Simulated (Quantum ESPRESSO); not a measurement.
A run of Quantum ESPRESSO 7.5:

File pw.in:

```
&CONTROL
  calculation = 'scf'
  prefix = 'pwscf'
  outdir = './tmp'
  pseudo_dir = './pseudo'
  tprnfor = .true.
  tstress = .true.
  disk_io = 'low'
/
&SYSTEM
  ibrav = 0
  A = 3.77856651
  nat = 2
  ntyp = 2
  ecutwfc = 84
  nbnd = 14
  input_dft = 'revpbe'
  occupations = 'smearing'
  smearing = 'fd'
  degauss = 0.00367493
/
&ELECTRONS
  conv_thr = 4d-10
  electron_maxstep = 120
  mixing_beta = 0.5
/
ATOMIC_SPECIES
K     39.0983 K.upf
F     18.9984 F.upf
CELL_PARAMETERS alat
   0.0000000000    0.7071067806    0.7071067806
   0.7071067806    0.0000000000    0.7071067806
   0.7071067806    0.7071067806    0.0000000000
ATOMIC_POSITIONS alat
K      0.0000000000    0.0000000000    0.0000000000
F      0.7071067806    0.7071067806    0.7071067806
K_POINTS automatic
4 4 4 1 1 1
```

relax.in

```
&CONTROL
  calculation = 'vc-relax'
  prefix = 'pwscf'
  outdir = './tmp'
  pseudo_dir = './pseudo'
  tprnfor = .true.
  tstress = .true.
  disk_io = 'low'
  nstep = 40
  forc_conv_thr = 0.0001
  etot_conv_thr = 1d-06
/
&SYSTEM
  ibrav = 0
  A = 3.77856651
  nat = 2
  ntyp = 2
  ecutwfc = 84
  nbnd = 14
  input_dft = 'revpbe'
  occupations = 'smearing'
  smearing = 'fd'
  degauss = 0.00367493
/
&ELECTRONS
  conv_thr = 4d-10
  electron_maxstep = 120
  mixing_beta = 0.5
/
&IONS
  ion_dynamics = 'bfgs'
/
&CELL
  cell_dynamics = 'bfgs'
  press = 0
  press_conv_thr = 0.2
/
ATOMIC_SPECIES
K     39.0983 K.upf
F     18.9984 F.upf
CELL_PARAMETERS alat
   0.0000000000    0.7071067806    0.7071067806
   0.7071067806    0.0000000000    0.7071067806
   0.7071067806    0.7071067806    0.0000000000
ATOMIC_POSITIONS alat
K      0.0000000000    0.0000000000    0.0000000000
F      0.7071067806    0.7071067806    0.7071067806
K_POINTS automatic
4 4 4 1 1 1
```

scf2.in

```
&CONTROL
  calculation = 'scf'
  prefix = 'pwscf'
  outdir = './tmp'
  pseudo_dir = './pseudo'
  tprnfor = .true.
  tstress = .true.
  disk_io = 'low'
/
&SYSTEM
  ibrav = 0
  A = 3.91676072
  nat = 2
  ntyp = 2
  ecutwfc = 84
  nbnd = 14
  input_dft = 'revpbe'
  occupations = 'fixed'
/
&ELECTRONS
  conv_thr = 1d-13
  electron_maxstep = 120
  mixing_beta = 0.5
  startingpot = 'file'
  startingwfc = 'file'
/
ATOMIC_SPECIES
K     39.0983 K.upf
F     18.9984 F.upf
CELL_PARAMETERS alat
   0.0000000000    0.7071067810    0.7071067810
   0.7071067810    0.0000000000    0.7071067810
   0.7071067810    0.7071067810    0.0000000000
ATOMIC_POSITIONS alat
K      0.0000000000    0.0000000000    0.0000000000
F      0.7071067810    0.7071067810    0.7071067810
K_POINTS automatic
4 4 4 1 1 1
```

ph.in

```
phonons of KF
&INPUTPH
  prefix = 'pwscf'
  outdir = './tmp'
  tr2_ph = 1d-18
  fildyn = 'dyn'
  niter_ph = 90
  alpha_mix(1) = 0.7
  epsil = .true.
/
0.0000000000 0.0000000000 0.0000000000
```

File dynmat.in:

```
&INPUT
  fildyn = 'dyn'
  asr = 'crystal'
  lperm = .true.
  filout = 'dynmat.disp'
  fileig = 'dynmat.eig'
/
```

dynmat_lo.in

```
&INPUT
  fildyn = 'dyn'
  asr = 'crystal'
  filout = 'dynmat_lo.disp'
  fileig = 'dynmat_lo.eig'
  q(1) = 0
  q(2) = 0
  q(3) = 1
/
```

Potentials or basis: PseudoDojo 0.4.1 SR PBE standard.

Run with:

```sh
$ OMP_NUM_THREADS=1 pw.x -in pw.in > pw.out
$ OMP_NUM_THREADS=1 pw.x -in relax.in > relax.out
$ OMP_NUM_THREADS=1 pw.x -in scf2.in > scf2.out
$ OMP_NUM_THREADS=1 ph.x -in ph.in > ph.out
$ OMP_NUM_THREADS=1 dynmat.x -in dynmat.in > dynmat.out
$ OMP_NUM_THREADS=1 dynmat.x -in dynmat_lo.in > dynmat_lo.out
```

Hardware: 1 thread of Arm Neoverse V1, on a shared host.

Problem. How long does it take, and how much memory?

Solution. Wall time 4.6 min on 1 thread of Arm Neoverse V1 (shared host), peak memory 0.09 GiB. Counts: scf iterations 72, k pools 1, bands 14, ion steps 7, k points 10, g dense 26717.
